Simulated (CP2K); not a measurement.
Runs of CP2K 2026.2 on Sb. It takes space group Fm-3m (No. 225, cubic). Conventional cell: a = 4.742 Å, b = 4.742 Å, c = 4.742 Å, α = 90.00°, β = 90.00°, γ = 90.00°. Around Sb (site symmetry m-3m) lie 12 Sb at 3.35 Å. This isn't the form of Sb at room conditions, which is rhombohedral.

```csv
task,level,potentials or basis,cell,smearing,NGRIDS,potentials,gap on the mesh (eV),pressure (GPa),V0 of scaled cells (Å³/atom),B0 (GPa)
single point,PBE,POTENTIAL_UZH Sb GTH-PBE-q5; TZVP-MOLOPT-PBE-GTH basis,cell strained at random at fixed volume,fermi-dirac 0.05 eV,4,Sb GTH-PBE-q5 of POTENTIAL_UZH,none,3.3,-,-
equation of state,PBE,POTENTIAL_UZH Sb GTH-PBE-q5; TZVP-MOLOPT-PBE-GTH basis,as given,fermi-dirac 0.05 eV,4,Sb GTH-PBE-q5 of POTENTIAL_UZH,-,-,28.11,(a)
single point,PBE,POTENTIAL_UZH Sb GTH-PBE-q5; TZVP-MOLOPT-PBE-GTH basis,as given,fermi-dirac 0.05 eV,5,Sb GTH-PBE-q5 of POTENTIAL_UZH,none,3.4,-,-
equation of state,LDA,GTH_POTENTIALS Sb GTH-PADE-q5; TZVP-MOLOPT-PBE-GTH basis,as given,fermi-dirac 0.1 eV,4,Sb GTH-PADE-q5 of GTH_POTENTIALS,-,-,26.18,(b)
```

Alike in all rows: no spin polarisation; k mesh 10 × 10 × 10.

Question: Estimate the missing entries.

Answer: (a) 60; (b) 66.

Caveats: the basis of atomic orbitals isn't converged, which shifts pressures, moduli and gaps.

A k mesh can miss the band edges, and the runs leave out spin-orbit coupling on Sb.

A gap of «none» marks a metal or a gap under the smearing width.
